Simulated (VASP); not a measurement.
# MoS2 in VASP: further runs

Runs on MoS2. Level: PBEsol. Tasks: single point.

Program: VASP 6.6.1. These are calculated values, not measurements. Logs are shortened: lines on timing, memory, paths and dates and some standing lists are left out, and cuts for length are marked.

### 1 Starting point

The cell holds a slab with vacuum, 3 atoms: a = 3.169 Å, b = 3.169 Å, c = 15.130 Å, α = 90.00°, β = 90.00°, γ = 120.00°.

### 2 Single point, PBEsol

Contents of INCAR:

```
SYSTEM = MoS2
PREC = Accurate
ENCUT = 460
EDIFF = 0.001
ISMEAR = 0
SIGMA = 0.05
LREAL = .False.
LASPH = .True.
NELM = 120
ALGO = Normal
ISIF = 2
LWAVE = .False.
LCHARG = .False.
LDIPOL = .True.
IDIPOL = 3
DIPOL = 0.5 0.5 0.500
GGA = PS
NBANDS = 24
LVHAR = .True.
LVACPOTAV = .True.
```

Contents of KPOINTS:

```
regular mesh
0
Gamma
  8 8 1
  0 0 0
```

Contents of POSCAR:

```
MoS2
1.0
    3.1690000000      0.0000000000      0.0000000000
   -1.5845000000      2.7444345000      0.0000000000
    0.0000000000      0.0000000000     15.1302960000
S Mo
2 1
Direct
    0.3333333333      0.6666666667      0.3965553615
    0.3333333333      0.6666666667      0.6034446385
    0.6666666667      0.3333333333      0.5000000000
```

Potentials or basis: VASP PAW PBE potentials, release 64 (S, Mo_sv).

Launch:

```sh
> cat potpaw_PBE.64/S/POTCAR potpaw_PBE.64/Mo_sv/POTCAR > POTCAR
> mpirun -np 1 vasp_std > vasp.out
```

OUTCAR:

```text
SYSTEM = MoS2
   PREC = Accurate
   ENCUT = 460
   EDIFF = 0.001
   ISMEAR = 0
   LREAL = .False.
   LASPH = .True.
   NELM = 120
   ISIF = 2
   GGA = PS

 Found     10 irreducible k-points:

 Following reciprocal coordinates:
            Coordinates               Weight
  0.000000  0.000000  0.000000      1.000000
  0.125000  0.000000  0.000000      6.000000
  0.250000  0.000000  0.000000      6.000000
  0.375000 -0.000000  0.000000      6.000000
  0.500000  0.000000  0.000000      3.000000
  0.125000  0.125000  0.000000      6.000000
   k-points           NKPTS =     10   k-points in BZ     NKDIM =     10   number of bands    NBANDS=     24
   number of dos      NEDOS =    301   number of ions     NIONS =      3
   total plane-waves  NPLWV =  62208
   dimension x,y,z NGX =    24 NGY =   24 NGZ =  108
   dimension x,y,z NGXF=    48 NGYF=   48 NGZF=  216
   ions per type =               2   1
   NGX,Y,Z   is equivalent  to a cutoff of  12.59, 12.59, 11.87 a.u.
   NGXF,Y,Z  is equivalent  to a cutoff of  25.18, 25.18, 23.73 a.u.
 SYSTEM =  MoS2
   PREC   = accura    normal or accurate (medium, high low for compatibility)
   ISTART =      0    job   : 0-new  1-cont  2-samecut
   ICHARG =      2    charge: 1-file 2-atom 10-const
   ISPIN  =      1    spin polarized calculation?
   LNONCOLLINEAR =      F non collinear calculations
   LSORBIT =      F    spin-orbit coupling
   LASPH  =      T    aspherical Exc in radial PAW
   ENCUT  =  460.0 eV  33.81 Ry    5.81 a.u.   5.54  5.54 26.46*2*pi/ulx,y,z
   NELM   =    120;   NELMIN=  2; NELMDL= -5     # of ELM steps
   EDIFF  = 0.1E-02   stopping-criterion for ELM
   LREAL  =      F    real-space projection
   EDIFFG = 0.1E-01   stopping-criterion for IOM
   NSW    =      0    number of steps for IOM
   IBRION =     -1    ionic relax: 0-MD 1-quasi-New 2-CG
   NFREE  =      0    steps in history (QN), initial steepest desc. (CG)
   ISIF   =      2    stress and relaxation
   ISYM   =      2    0-nonsym 1-usesym 2-fastsym
   POTIM  = 0.5000    time-step for ionic-motion
   TEBEG  =    0.0;   TEEND  =   0.0 temperature during run
   PSTRESS=    0.0 pullay stress
   NELECT =      26.0000    total number of electrons
   NUPDOWN=      -1.0000    fix difference up-down
   EMIN   =  10.00;   EMAX   =-10.00  energy-range for DOS
   EFERMI =   0.00;   METHOD = LEGACY
   ISMEAR =     0;   SIGMA  =   0.05  broadening in eV -4-tet -1-fermi 0-gaus
   EFERMI_NEDOS =   21; number of points for ismear=-14 and -15
   IALGO  =     38    algorithm
   IMIX   =      4    mixing-type and parameters
     AMIX     =   0.40;   BMIX     =  1.00
     AMIX_MAG =   1.60;   BMIX_MAG =  1.00
  volume/ion in A,a.u.               =      43.86       296.00
  Fermi-wavevector in a.u.,A,eV,Ry     =   0.953510  1.801872 12.370154  0.909181
  Thomas-Fermi vector in A             =   2.082171
   LORBIT       =      0    0 simple, 1 ext, 2 COOP (PROOUT), +10 PAW based schemes
   GGA     = PS    functional components
   LHFCALC =     F    Hartree Fock is set to
   AEXX    =    0.0000 exact exchange contribution
   IVDW    =     0    specifies the selected vdW correction
   LEPSILON=     F    determine dielectric tensor
   LRPA    =     F    only Hartree local field effects (RPA)
 non-spin polarized calculation
 Gauss-broadening in eV      SIGMA  =   0.05
  energy-cutoff  :      460.00
  volume of cell :      131.59
 maximum number of plane-waves:      3005
 NGX is ok and might be reduce to    24
   NGX = 11   NGY = 11   NGZ = 53

 dipolmoment           0.000000      0.000000     -0.000000 electrons x Angstroem

 number of electron      25.9999999 magnetization

 dipolmoment           0.000000      0.000000      0.000000 electrons x Angstroem

 Free energy of the ion-electron system (eV)
  ---------------------------------------------------
  ext. energy  EPLUGINS =         0.00000000
  ---------------------------------------------------
  free energy    TOTEN  =       -23.41194449 eV

  energy without entropy =      -23.41194449  energy(sigma->0) =      -23.41194449

 E-fermi :  -0.7051     XC(G=0):  -5.2770

 val. band max:       -0.9221790425   @ k =   0.0000   0.0000   0.0000
 cond. band min:       1.0172053492   @ k =   0.3750   0.2500   0.0000
 fundamental gap:      1.9393843917
 Fermi energy:        -0.7051244525

 k-point     1 :       0.0000    0.0000    0.0000
  band No.  band energies     occupation
      1     -61.6317      2.00000
      2     -35.8182      2.00000
      3     -35.5883      2.00000
      4     -35.5883      2.00000
      5     -14.9862      2.00000
      6     -13.6667      2.00000
      7      -6.5595      2.00000
      8      -3.4749      2.00000
      9      -3.4749      2.00000
     10      -2.6797      2.00000
     11      -2.3512      2.00000
     12      -2.3512      2.00000
     13      -0.9222      2.00000
     14       1.9244      0.00000
     15       1.9244      0.00000
     16       2.1816      0.00000
     17       2.1816      0.00000
     18       4.3796      0.00000
     19       5.0265      0.00000
     20       5.3149      0.00000
     21       6.3824      0.00000
     22       8.1472      0.00000
     23       8.4522      0.00000
     24      10.0309      0.00000

 k-point     2 :       0.1250    0.0000    0.0000
  band No.  band energies     occupation
      1     -61.6258      2.00000
      2     -35.8067      2.00000
      3     -35.6472      2.00000
      4     -35.6017      2.00000
      5     -14.7529      2.00000
      6     -13.5700      2.00000
      7      -6.3013      2.00000
      8      -3.9620      2.00000
      9      -3.4834      2.00000
     10      -3.2329      2.00000
     11      -2.6985      2.00000
     12      -1.9388      2.00000
     13      -1.0542      2.00000
     14       1.6424      0.00000
     15       1.7085      0.00000
     16       1.9336      0.00000
     17       2.3015      0.00000
     18       4.7304      0.00000
     19       5.3267      0.00000
     20       6.1938      0.00000
     21       6.8087      0.00000
     22       8.6613      0.00000
     23       9.0951      0.00000
     24       9.2622      0.00000

 k-point     3 :       0.2500    0.0000    0.0000
  band No.  band energies     occupation
      1     -61.6116      2.00000
      2     -35.7872      2.00000
      3     -35.7788      2.00000
      4     -35.6339      2.00000
      5     -14.1362      2.00000
      6     -13.3159      2.00000
      7      -5.9162      2.00000
      8      -4.7087      2.00000
      9      -4.4849      2.00000
     10      -3.3500      2.00000
     11      -2.6289      2.00000
     12      -2.2099      2.00000
     13      -1.6329      2.00000
     14       1.2952      0.00000
     15       1.5129      0.00000
     16       2.0522      0.00000
     17       2.9528      0.00000
     18       5.5905      0.00000
     19       6.1436      0.00000
     20       7.0286      0.00000
     21       7.9422      0.00000
     22       8.2278      0.00000
     23       8.7330      0.00000
     24       9.5396      0.00000

 k-point     4 :       0.3750   -0.0000    0.0000
  band No.  band energies     occupation
      1     -61.5974      2.00000
      2     -35.9241      2.00000
      3     -35.7507      2.00000
      4     -35.6658      2.00000
      5     -13.4054      2.00000
      6     -13.0244      2.00000
      7      -6.3742      2.00000
      8      -5.3611      2.00000
      9      -4.8404      2.00000
     10      -3.8569      2.00000
     11      -2.6333      2.00000
     12      -2.0300      2.00000
     13      -1.8315      2.00000
     14       1.3634      0.00000
     15       1.6122      0.00000
     16       2.7478      0.00000
     17       3.3615      0.00000
     18       6.2871      0.00000
     19       6.8169      0.00000
     20       6.8593      0.00000
     21       7.8039      0.00000
     22       7.8745      0.00000
     23       9.3335      0.00000
     24       9.6740      0.00000

 k-point     5 :       0.5000    0.0000    0.0000
  band No.  band energies     occupation
      1     -61.5915      2.00000
      2     -35.9800      2.00000
      3     -35.7390      2.00000
      4     -35.6790      2.00000
      5     -13.0483      2.00000
      6     -12.8888      2.00000
      7      -6.7229      2.00000
      8      -5.7274      2.00000
      9      -4.9806      2.00000
     10      -4.0405      2.00000
     11      -2.7755      2.00000
     12      -1.8058      2.00000
     13      -1.5324      2.00000
     14       1.4182      0.00000
     15       1.9255      0.00000
     16       3.0042      0.00000
     17       3.4789      0.00000
     18       5.2701      0.00000
     19       6.9864      0.00000
     20       7.3781      0.00000
     21       8.1789      0.00000
     22       8.8311      0.00000
     23       9.6235      0.00000
     24       9.6644      0.00000

 k-point     6 :       0.1250    0.1250    0.0000
  band No.  band energies     occupation
      1     -61.6158      2.00000
      2     -35.7870      2.00000
      3     -35.7400      2.00000
      4     -35.6311      2.00000
      5     -14.3264      2.00000
      6     -13.3930      2.00000
      7      -5.9331      2.00000
      8      -4.5489      2.00000
      9      -4.0598      2.00000
     10      -3.5460      2.00000
     11      -2.8853      2.00000
     12      -1.7935      2.00000
     13      -1.4255      2.00000
     14       1.2170      0.00000
     15       1.6328      0.00000
     16       1.6337      0.00000
     17       2.9299      0.00000
     18       5.3353      0.00000
     19       5.8973      0.00000
     20       7.0090      0.00000
     21       7.9758      0.00000
     22       8.7685      0.00000
     23       8.9161      0.00000
     24       9.4081      0.00000

 [... further k-points ...]

------------------------ aborting loop because EDIFF is reached ----------------------------------------

  FORCE on cell =-STRESS in cart. coord.  units (eV):
  Direction    XX          YY          ZZ          XY          YZ          ZX
  --------------------------------------------------------------------------------------
  -------------------------------------------------------------------------------------
  Total       -1.1392485     -1.1392485     -0.5899120      0.0000000      0.0000000      0.0000000
  in kB      -13.8709598    -13.8709597     -7.1824947      0.0000000      0.0000000      0.0000000
  external PRESSURE =     -11.6414714 kB  Pullay stress =       0.0000000 kB

 VOLUME and BASIS-vectors are now :
 -----------------------------------------------------------------------------
  energy-cutoff  :      460.00
  volume of cell :      131.59
      direct lattice vectors                 reciprocal lattice vectors
     3.169000000  0.000000000  0.000000000     0.315556958  0.182186895  0.000000000
    -1.584500000  2.744434500  0.000000000     0.000000000  0.364373790  0.000000000
     0.000000000  0.000000000 15.130296000     0.000000000  0.000000000  0.066092560

 POSITION                                       TOTAL-FORCE (eV/Angst)
 -----------------------------------------------------------------------------------
     -0.00000      1.82962      6.00000         0.000000      0.000000      0.311737
     -0.00000      1.82962      9.13030         0.000000      0.000000     -0.311737
      1.58450      0.91481      7.56515        -0.000000      0.000000      0.000000
 -----------------------------------------------------------------------------------
    total drift:                                0.000000      0.000000      0.000000

  FREE ENERGIE OF THE ION-ELECTRON SYSTEM (eV)
  ---------------------------------------------------
  free  energy   TOTEN  =       -23.4119444924 eV

  energy  without entropy=      -23.4119444924  energy(sigma->0) =      -23.41194449
```

Wall time 8.9 s (1 thread of Intel Xeon 6975P-C (Granite Rapids), shared host); peak memory 0.24 GiB.

The run converged, but some of its settings lie outside the range that counts as converged, so its numbers aren't taken as properties of the slab.

What came out:

| Property | Result |
| --- | --- |
| Free energy | -23.4119 eV |
| Largest force | 0.312 eV/Å |
| Band gap on the k mesh | 1.94 eV, indirect (least direct gap 2.04 eV) |

Caveat: the PAW data sets were made with another functional, which shifts forces and pressure a little.

### 3 Single point, PBEsol

Edit INCAR of step 2 so:

```diff
@@ -2,4 +2,4 @@
 PREC = Accurate
-ENCUT = 460
-EDIFF = 0.001
+ENCUT = 520
+EDIFF = 1E-7
 ISMEAR = 0
```

KPOINTS is that of step 2.

POSCAR is that of step 2.

Potentials or basis: VASP PAW PBE potentials, release 64 (S, Mo_sv).

Launch:

```sh
> cat potpaw_PBE.64/S/POTCAR potpaw_PBE.64/Mo_sv/POTCAR > POTCAR
> mpirun -np 1 vasp_std > vasp.out
```

It took 19 s on 1 thread of Intel Xeon 6975P-C (Granite Rapids), shared host; peak memory 0.24 GiB.

The run converged, but some of its settings lie outside the range that counts as converged, so its numbers aren't taken as properties of the slab.

Results:

| Item | Value |
| --- | --- |
| Free energy | -23.4126 eV |
| Largest force | 0.310 eV/Å |
| Band gap on the k mesh | 1.95 eV, indirect (least direct gap 2.04 eV) |
| Ionisation potential of the upper face | 5.99 eV |

Caveat: the PAW data sets were made with another functional, which shifts forces and pressure a little.
